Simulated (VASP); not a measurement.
# Pt (Fm-3m) in VASP: a series of runs

One crystal, Pt, is run at these levels: PBE, r2SCAN; tasks: relaxation of cell and atoms.

Program: VASP 6.6.1. These are calculated values, not measurements. Logs are shortened: lines on timing, memory, paths and dates and some standing lists are left out, and cuts for length are marked.

### 1 The structure

It takes space group Fm-3m (No. 225, cubic). Conventional cell: a = 3.922 Å, b = 3.922 Å, c = 3.922 Å, α = 90.00°, β = 90.00°, γ = 90.00°. Around Pt (site symmetry m-3m) lie 12 Pt at 2.77 Å.

### 2 Relaxation of cell and atoms, PBE

File INCAR:

```
PREC     = Accurate       # precision mode
ENCUT    = 600            # plane-wave cutoff, eV
EDIFF    = 1E-6           # SCF threshold, eV
ISMEAR   = 1              # smearing method
SIGMA    = 0.1            # smearing width, eV
LREAL    = F              # projectors in reciprocal space
LASPH    = T              # aspherical terms in the spheres
NELM     = 80             # most SCF steps
ALGO     = Normal         # electronic algorithm
ISIF     = 3              # what is computed and relaxed
LWAVE    = F              # write WAVECAR
LCHARG   = F              # write CHGCAR
GGA      = PE             # functional
IBRION   = 2              # ionic algorithm
NSW      = 90             # ionic steps
EDIFFG   = -0.01          # ionic threshold
KPAR     = 2
```

File KPOINTS:

```
regular mesh
0
Gamma
  16 16 16
```

File POSCAR:

```
Pt
1.0
    0.0000000000      1.9609000000      1.9609000000
    1.9609000000      0.0000000000      1.9609000000
    1.9609000000      1.9609000000      0.0000000000
Pt
1
Direct
    0.0000000000      0.0000000000      0.0000000000
```

Potentials or basis: VASP PAW PBE potentials, release 64 (Pt).

On the command line:

```console
> cat potpaw_PBE.64/Pt/POTCAR > POTCAR
> mpirun -np 2 vasp_std > vasp.out
```

OUTCAR:

```text
PREC = Accurate
   ENCUT = 600
   EDIFF = 1E-6
   ISMEAR = 1
   LREAL = F
   LASPH = T
   NELM = 80
   ISIF = 3
   GGA = PE
   IBRION = 2
   NSW = 90
   EDIFFG = -0.01

 ion  position               nearest neighbor table
   1  0.000  0.000  0.000-

  LATTYP: Found a face centered cubic cell.
 ALAT       =     3.9218000000

  Lattice vectors:

 A1 = (   0.0000000000,   1.9609000000,   1.9609000000)
 A2 = (   1.9609000000,   0.0000000000,   1.9609000000)
 A3 = (   1.9609000000,   1.9609000000,   0.0000000000)

Analysis of symmetry for initial positions (statically):
=====================================================================
 Subroutine PRICEL returns:
 Original cell was already a primitive cell.

 Routine SETGRP: Setting up the symmetry group for a
 face centered cubic supercell.

 Subroutine GETGRP returns: Found 48 space group operations
 (whereof 48 operations were pure point group operations)
 out of a pool of 48 trial point group operations.

The static configuration has the point symmetry O_h .

Analysis of symmetry for dynamics (positions and initial velocities):
=====================================================================
 Subroutine PRICEL returns:
 Original cell was already a primitive cell.

 Routine SETGRP: Setting up the symmetry group for a
 face centered cubic supercell.

 Subroutine GETGRP returns: Found 48 space group operations
 (whereof 48 operations were pure point group operations)
 out of a pool of 48 trial point group operations.

The dynamic configuration has the point symmetry O_h .

 Subroutine INISYM returns: Found 48 space group operations
 (whereof 48 operations are pure point group operations),
 and found     1 'primitive' translations

----------------------------------------------------------------------------------------

                                     Primitive cell

  volume of cell :      15.0798

  direct lattice vectors                    reciprocal lattice vectors
     0.000000000  1.960900000  1.960900000    -0.254984956  0.254984956  0.254984956
     1.960900000  0.000000000  1.960900000     0.254984956 -0.254984956  0.254984956
     1.960900000  1.960900000  0.000000000     0.254984956  0.254984956 -0.254984956

  length of vectors
     2.773131374  2.773131374  2.773131374     0.441646899  0.441646899  0.441646899

  position of ions in fractional coordinates (direct lattice)
     0.000000000  0.000000000  0.000000000

  ion indices of the primitive-cell ions
   primitive index   ion index
                 1           1

----------------------------------------------------------------------------------------

 KPOINTS: regular mesh

Automatic generation of k-mesh.
 Grid dimensions read from file:
 generate k-points for:   16   16   16

 Generating k-lattice:

  Cartesian coordinates                     Fractional coordinates (reciprocal lattice)
    -0.015936560  0.015936560  0.015936560     0.062500000  0.000000000  0.000000000
     0.015936560 -0.015936560  0.015936560     0.000000000  0.062500000  0.000000000
     0.015936560  0.015936560 -0.015936560     0.000000000  0.000000000  0.062500000

  Length of vectors
     0.027602931  0.027602931  0.027602931

  Shift w.r.t. Gamma in fractional coordinates (k-lattice)
     0.000000000  0.000000000  0.000000000

 Subroutine IBZKPT returns following result:
 ===========================================

 Found    145 irreducible k-points:

 Following reciprocal coordinates:
            Coordinates               Weight
  0.000000  0.000000  0.000000      1.000000
  0.062500  0.000000  0.000000      8.000000
  0.125000  0.000000  0.000000      8.000000
  0.187500  0.000000  0.000000      8.000000
  0.250000  0.000000  0.000000      8.000000
  0.312500  0.000000  0.000000      8.000000
[... 16 lines left out ...]
 -0.125000  0.062500  0.000000     24.000000
 -0.062500  0.062500  0.000000     12.000000
 [... further k-points ...]
   k-points           NKPTS =    145   k-points in BZ     NKDIM =    145   number of bands    NBANDS=      9
   number of dos      NEDOS =    301   number of ions     NIONS =      1
   total plane-waves  NPLWV =  13824
   dimension x,y,z NGX =    24 NGY =   24 NGZ =   24
   dimension x,y,z NGXF=    48 NGYF=   48 NGZF=   48
   ions per type =               1
   NGX,Y,Z   is equivalent  to a cutoff of  14.39, 14.39, 14.39 a.u.
   NGXF,Y,Z  is equivalent  to a cutoff of  28.78, 28.78, 28.78 a.u.
 SYSTEM =  unknown system
   PREC   = accura    normal or accurate (medium, high low for compatibility)
   ISTART =      0    job   : 0-new  1-cont  2-samecut
   ICHARG =      2    charge: 1-file 2-atom 10-const
   ISPIN  =      1    spin polarized calculation?
   LNONCOLLINEAR =      F non collinear calculations
   LSORBIT =      F    spin-orbit coupling
   LASPH  =      T    aspherical Exc in radial PAW
   ENCUT  =  600.0 eV  44.10 Ry    6.64 a.u.   5.54  5.54  5.54*2*pi/ulx,y,z
   NELM   =     80;   NELMIN=  2; NELMDL= -5     # of ELM steps
   EDIFF  = 0.1E-05   stopping-criterion for ELM
   LREAL  =      F    real-space projection
   EDIFFG = -.1E-01   stopping-criterion for IOM
   NSW    =     90    number of steps for IOM
   IBRION =      2    ionic relax: 0-MD 1-quasi-New 2-CG
   NFREE  =      1    steps in history (QN), initial steepest desc. (CG)
   ISIF   =      3    stress and relaxation
   ISYM   =      2    0-nonsym 1-usesym 2-fastsym
   POTIM  = 0.5000    time-step for ionic-motion
   TEBEG  =    0.0;   TEEND  =   0.0 temperature during run
   PSTRESS=    0.0 pullay stress
   NELECT =      10.0000    total number of electrons
   NUPDOWN=      -1.0000    fix difference up-down
   EMIN   =  10.00;   EMAX   =-10.00  energy-range for DOS
   EFERMI =   0.00;   METHOD = LEGACY
   ISMEAR =     1;   SIGMA  =   0.10  broadening in eV -4-tet -1-fermi 0-gaus
   EFERMI_NEDOS =   21; number of points for ismear=-14 and -15
   IALGO  =     38    algorithm
   IMIX   =      4    mixing-type and parameters
     AMIX     =   0.40;   BMIX     =  1.00
     AMIX_MAG =   1.60;   BMIX_MAG =  1.00
  volume/ion in A,a.u.               =      15.08       101.76
  Fermi-wavevector in a.u.,A,eV,Ry     =   1.427609  2.697791 27.729605  2.038068
  Thomas-Fermi vector in A             =   2.547760
   LORBIT       =      0    0 simple, 1 ext, 2 COOP (PROOUT), +10 PAW based schemes
   GGA     = PE    functional components
   LHFCALC =     F    Hartree Fock is set to
   AEXX    =    0.0000 exact exchange contribution
   IVDW    =     0    specifies the selected vdW correction
   LEPSILON=     F    determine dielectric tensor
   LRPA    =     F    only Hartree local field effects (RPA)
 conjugate gradient relaxation of ions
 non-spin polarized calculation
 Methfessel and Paxton  Order N= 1 SIGMA  =   0.10
  energy-cutoff  :      600.00
  volume of cell :       15.08
 maximum number of plane-waves:       531
 NGX is ok and might be reduce to    24
   NGX = 11   NGY = 11   NGZ = 11

--------------------------------------- Ionic step        1  -------------------------------------------

 number of electron      10.0000000 magnetization

 Free energy of the ion-electron system (eV)
  ---------------------------------------------------
  ext. energy  EPLUGINS =         0.00000000
  ---------------------------------------------------
  free energy    TOTEN  =        -6.08075450 eV

  energy without entropy =       -6.07991161  energy(sigma->0) =       -6.08047354

------------------------ aborting loop because EDIFF is reached ----------------------------------------

  FORCE on cell =-STRESS in cart. coord.  units (eV):
  Direction    XX          YY          ZZ          XY          YZ          ZX
  --------------------------------------------------------------------------------------
  -------------------------------------------------------------------------------------
  Total        0.8890775      0.8890775      0.8890775      0.0000000      0.0000000      0.0000000
  in kB       94.4612928     94.4612928     94.4612928      0.0000000      0.0000000      0.0000000
  external PRESSURE =      94.4612928 kB  Pullay stress =       0.0000000 kB
[... 20 lines left out ...]
  energy  without entropy=       -6.0799116051  energy(sigma->0) =       -6.08047354

--------------------------------------- Ionic step        2  -------------------------------------------

 number of electron      10.0000000 magnetization

 E-fermi :   8.9699     XC(G=0): -12.7449

 val. band max:        8.9583493209   @ k =  -0.3750   0.3750   0.0625
 cond. band min:       8.9749285321   @ k =  -0.2500   0.1250   0.0000
 fundamental gap:      0.0165792112
 Fermi energy:         8.9699444268

 k-point     1 :       0.0000    0.0000    0.0000
  band No.  band energies     occupation
      1       0.1287      2.00000
      2       5.9135      2.00000
      3       5.9135      2.00000
      4       5.9135      2.00000
      5       7.6608      2.00000
      6       7.6608      2.00000
      7      23.9039      0.00000
      8      28.1685      0.00000
      9      28.1685      0.00000
[... 343 lines left out ...]
  energy  without entropy=       -6.0946194249  energy(sigma->0) =       -6.09528402

--------------------------------------- Ionic step        4  -------------------------------------------

 number of electron      10.0000002 magnetization

 Free energy of the ion-electron system (eV)
  ---------------------------------------------------
  ext. energy  EPLUGINS =         0.00000000
  ---------------------------------------------------
  free energy    TOTEN  =        -6.09563502 eV

  energy without entropy =       -6.09464264  energy(sigma->0) =       -6.09530423

 E-fermi :  10.5869     XC(G=0): -13.2864

 val. band max:       10.5819326015   @ k =  -0.2500   0.1250   0.0000
 cond. band min:      10.6077786725   @ k =   0.5000   0.5000   0.0000
 fundamental gap:      0.0258460710
 Fermi energy:        10.5868909452

 k-point     1 :       0.0000    0.0000    0.0000
  band No.  band energies     occupation
      1       0.7816      2.00000
      2       7.0288      2.00000
      3       7.0288      2.00000
      4       7.0288      2.00000
      5       9.0648      2.00000
      6       9.0648      2.00000
      7      25.3474      0.00000
      8      30.1212      0.00000
      9      30.1212      0.00000
[... 304 lines left out ...]
  FREE ENERGIE OF THE ION-ELECTRON SYSTEM (eV)
  ---------------------------------------------------
  free  energy   TOTEN  =        -6.0956350206 eV

  energy  without entropy=       -6.0946426361  energy(sigma->0) =       -6.09530423

 reached required accuracy - stopping structural energy minimisation
```

Wall time 30 s (2 MPI ranks of Intel Xeon Platinum 8488C (Sapphire Rapids), shared host); peak memory 0.16 GiB.

What came out:

```yaml
Free_energy: -6.0956 eV
Relaxed_volume: 15.61 Å³/atom
Relaxed_cell: a = 2.805 Å, b = 2.805 Å, c = 2.805 Å, α = 60.00°, β = 60.00°, γ = 60.00°
Space_group_after_relaxing_to_0.05_Å: Fm-3m (No. 225)
Energy_gained_by_relaxing: 14.9 meV/atom
Ionic_steps: 4
Pressure_after_relaxing: 0.0 GPa
Band_gap_on_the_k_mesh: none (metal or under the smearing width)
```

The path:
```
step  energy change (eV)  largest force (eV/Å)  pressure (GPa)  volume (Å³)
   1              0.0000                0.0000            9.45        15.08
   2              0.0775                0.0000          -17.81        17.10
   3             -0.0149                0.0000           -0.29        15.62
   4             -0.0149                0.0000           -0.04        15.61
```

Final structure:
```
CELL_PARAMETERS angstrom
0.00000 1.98349 1.98349
1.98349 0.00000 1.98349
1.98349 1.98349 0.00000
ATOMIC_POSITIONS crystal
Pt 0.00000 0.00000 0.00000
```

The run has no spin-orbit coupling, so splittings on Pt are missing. Zero-point motion and thermal expansion aren't in these numbers.

### 3 Relaxation of cell and atoms, PBE

This run uses another cell than the first one, of 15.61 Å³/atom, 1.035 times its volume.

INCAR, as its differences from that of step 2:

```diff
@@ -2,3 +2,3 @@
 ENCUT    = 600            # plane-wave cutoff, eV
-EDIFF    = 1E-6           # SCF threshold, eV
+EDIFF    = 1E-7           # SCF threshold, eV
 ISMEAR   = 1              # smearing method
@@ -15,3 +15,3 @@
 NSW      = 90             # ionic steps
-EDIFFG   = -0.01          # ionic threshold
+EDIFFG   = -0.005         # ionic threshold
 KPAR     = 2
```

KPOINTS is that of step 2.

File POSCAR:

```
Pt                                      
1.0
   -0.0000000000      1.9834876417      1.9834876417
    1.9834876417      0.0000000000      1.9834876417
    1.9834876417      1.9834876417      0.0000000000
  Pt            
     1
Direct
     0.0000000000000000    0.0000000000000000    0.0000000000000000
```

Potentials or basis: VASP PAW PBE potentials, release 64 (Pt).

On the command line:

```console
> cat potpaw_PBE.64/Pt/POTCAR > POTCAR
> mpirun -np 2 vasp_std > vasp.out
```

Run time: 10 s. Hardware: 2 MPI ranks of Intel Xeon Platinum 8488C (Sapphire Rapids), shared host; peak memory 0.15 GiB.

The run converged. Its results:

```yaml
Free_energy: -6.0958 eV
Pressure_after_relaxing: 0.0 GPa
Band_gap_on_the_k_mesh: none (metal or under the smearing width)
```

Final structure:
```
Pt
1.0
     0.00000    1.98349    1.98349
     1.98349    0.00000    1.98349
     1.98349    1.98349    0.00000
Pt
1
Direct
  0.00000 0.00000 0.00000
```

Levels at points of the mesh, in eV from the Fermi level:
| k point | band 3 | band 4 | band 5 | band 6 | band 7 | band 8 |
| --- | --- | --- | --- | --- | --- | --- |
| (0.00, 0.00, 0.00) | -3.56 | -3.56 | -1.52 | -1.52 | 14.76 | 19.53 |
| (0.50, 0.00, 0.00) | -3.62 | -0.30 | 0.05 | 0.05 | 5.61 | 14.32 |
| (0.50, 0.50, 0.00) | 0.02 | 0.48 | 0.48 | 1.88 | 8.54 | 11.32 |

Caveat: the relaxation stopped at its first step, so nothing moved.

### 4 Relaxation of cell and atoms, r2SCAN

File INCAR:

```
PREC = Accurate
ENCUT = 600
EDIFF = 1E-6
ISMEAR = 1
SIGMA = 0.1
LREAL = False
LASPH = True
NELM = 80
ALGO = Normal
ISIF = 3
LWAVE = False
LCHARG = False
METAGGA = R2SCAN
LMIXTAU = True
IBRION = 2
NSW = 90
EDIFFG = -0.01
KPAR = 2
```

KPOINTS is that of step 3.

File POSCAR:

```
Pt
1.0
    0.0000000000      1.9609000000      1.9609000000
    1.9609000000      0.0000000000      1.9609000000
    1.9609000000      1.9609000000      0.0000000000
Pt
1
Direct
    0.0000000000      0.0000000000      0.0000000000
```

On the command line:

```console
> cat potpaw_PBE.64/Pt/POTCAR > POTCAR
> mpirun -np 2 vasp_std > vasp.out
```

Wall time 81 s (2 MPI ranks of Intel Xeon Platinum 8488C (Sapphire Rapids), shared host); peak memory 0.16 GiB.

It converged, with:

```yaml
Free_energy: -51.4967 eV
Relaxed_volume: 15.33 Å³/atom
Relaxed_cell: a = 2.788 Å, b = 2.788 Å, c = 2.788 Å, α = 60.00°, β = 60.00°, γ = 60.00°
Space_group_after_relaxing_to_0.05_Å: Fm-3m (No. 225)
Energy_gained_by_relaxing: 3.4 meV/atom
Ionic_steps: 3
Pressure_after_relaxing: 0.0 GPa
Band_gap_on_the_k_mesh: none (metal or under the smearing width)
```

Step by step:
```
step  energy change (eV)  largest force (eV/Å)  pressure (GPa)  volume (Å³)
   1              0.0000                0.0000            4.58        15.08
   2              0.0228                0.0000          -11.06        16.04
   3             -0.0034                0.0000           -0.05        15.33
```

Final structure:
```
CELL_PARAMETERS angstrom
0.00000 1.97150 1.97150
1.97150 0.00000 1.97150
1.97150 1.97150 0.00000
ATOMIC_POSITIONS crystal
Pt 0.00000 0.00000 0.00000
```

Levels at points of the mesh, in eV from the Fermi level:
```
           k point  band 1  band 2  band 3  band 4  band 5  band 6  band 7  band 8  band 9
(0.00, 0.00, 0.00)  -10.28   -3.79   -3.79   -3.79   -1.68   -1.68   15.56   20.64   20.64
(0.50, 0.00, 0.00)   -7.37   -3.88   -3.88   -0.20    0.05    0.05    6.06   15.21   19.88
(0.50, 0.50, 0.00)   -7.09   -6.66   -0.03    0.53    0.53    2.01    9.20   12.00   12.00
```

Caveat: the PAW data sets were made with another functional, which shifts forces and pressure a little. Zero-point motion and thermal expansion aren't in these numbers.

[end of part 1 of 2]
